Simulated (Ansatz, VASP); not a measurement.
# One calculation of NaF, two programs

```
Na F
1.0
     0.00000    2.53126    2.53126
     2.53126    0.00000    2.53126
     2.53126    2.53126    0.00000
Na F
1 1
Direct
  0.00000 0.00000 0.00000
  0.25000 0.25000 0.25000
```

Alike in both runs: task single point; functional PBEsol; k mesh 6 × 6 × 6; no spin polarisation.

|  | VASP | Ansatz |
| --- | --- | --- |
| version | VASP 6.6.1 | Ansatz 0.2.0 |
| potentials or method | VASP PAW PBE potentials, release 64 (Na_pv, F) | plane waves, PAW |
| plane-wave cutoff (eV) | 520 | 420 |
| occupations | gaussian, width 0.01 eV | fixed |
| valence electrons in the cell | 14 | 16 |

|  | VASP | Ansatz | Ansatz less VASP |
| --- | --- | --- | --- |
| gap on the k mesh at the Fermi level (eV) | 5.56 | 5.58 | +0.020 |

The two sets of potentials don't hold the same shells in valence.

 Expect the measured gap to be larger: semilocal functionals such as PBEsol lack the derivative discontinuity.
